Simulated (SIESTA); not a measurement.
SnSe:

```
CELL_PARAMETERS angstrom
11.42000 0.00000 0.00000
0.00000 4.19000 0.00000
0.00000 0.00000 4.46000
ATOMIC_POSITIONS crystal
Sn 0.87700 0.75000 0.90900
Sn 0.62300 0.25000 0.40900
Sn 0.37700 0.75000 0.59100
Sn 0.12300 0.25000 0.09100
Se 0.64300 0.75000 0.98400
Se 0.85700 0.25000 0.48400
Se 0.14300 0.75000 0.51600
Se 0.35700 0.25000 0.01600
```

Base run:

| Property | Result |
| --- | --- |
| Program | SIESTA 5.4.2 |
| Functional | PBE |
| Potentials or basis | PseudoDojo 0.4 standard (PBE files) |
| Basis | SZ (energy shift 0.003 Ry) |
| Grid cutoff | 500 Ry |
| Energy shift | 0.003 Ry |
| k mesh | 3 × 6 × 6 |
| Occupations | fermi-dirac, width 0.05 eV |
| Spin | no spin polarisation |

Its results: band gap on the k mesh 0.66 eV, indirect (least direct gap 0.85 eV); pressure 9.3 GPa; largest force 1.570 eV/Å.

**Question.** The run is repeated on the same cell with these changes: basis from SZ (energy shift 0.003 Ry) to TZP (energy shift 0.01 Ry); energy shift from 0.003 Ry to 0.01 Ry. What comes out?

**Answer.** Band gap on the k mesh 0.55 eV, indirect (least direct gap 0.71 eV); pressure 3.5 GPa; largest force 0.769 eV/Å.

Caveats: spin-orbit coupling is left out, which moves the levels of the heavy elements; the basis of atomic orbitals isn't converged, which shifts pressures, moduli and gaps; the basis has no polarisation orbitals (some runs); forces of over 1 eV/Å show positions far from the minimum, so gaps and moduli don't describe the material at rest (some runs); semicore shells carry a single zeta, which can move pressures by several GPa and volumes by a few percent (some runs).
